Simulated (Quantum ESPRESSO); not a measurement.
## TiAl3 under changes of volume

One of the cells (15.634 Å³/atom); the others are scaled copies at fixed shape and fractional positions:

```
Ti Al
1.0
    -1.91111    1.91111    4.28067
     1.91111   -1.91111    4.28067
     1.91111    1.91111   -4.28067
Ti Al
1 3
Direct
  0.00000 0.00000 0.00000
  0.25000 0.75000 0.50000
  0.75000 0.25000 0.50000
  0.50000 0.50000 0.00000
```

The cell comes from a database or a generator and needn't be the stable form of this composition.

- Program: Quantum ESPRESSO 7.5
- Functional: PBEsol
- Potentials or basis: GBRV 1.5 PBEsol
- Cutoff: 612 eV
- Density cutoff: 4898 eV
- k mesh: 10 × 10 × 10
- Occupations: fermi-dirac, width 0.05 eV
- Spin: no spin polarisation

```tsv
volume (Å³/atom)	energy over the lowest point (meV/atom)	pressure (GPa)
14.696	17.19	7.0
15.009	6.42	4.1
15.322	0.85	1.6
15.634	0.00	-0.7
15.947	?	?
16.260	10.66	-4.6
16.572	21.38	-6.3
```

Question: What does the run at 15.947 Å³/atom give?

Answer: Energy over the lowest point 3.40 meV/atom; pressure -2.8 GPa.

Worked out: A Birch-Murnaghan fit of order 3 (a polynomial in V^(-2/3)) to the other rows has its minimum at 15.54 Å³/atom with B0 = V·E''(V) = 112 GPa and B' = 4.0 at fixed shape and positions, which overstates the stiffness. It gives 3.40 meV/atom at 15.947 Å³/atom, against the run's 3.40, and -dE/dV = -2.8 GPa, against -2.8.

Energies are extrapolated to zero smearing.
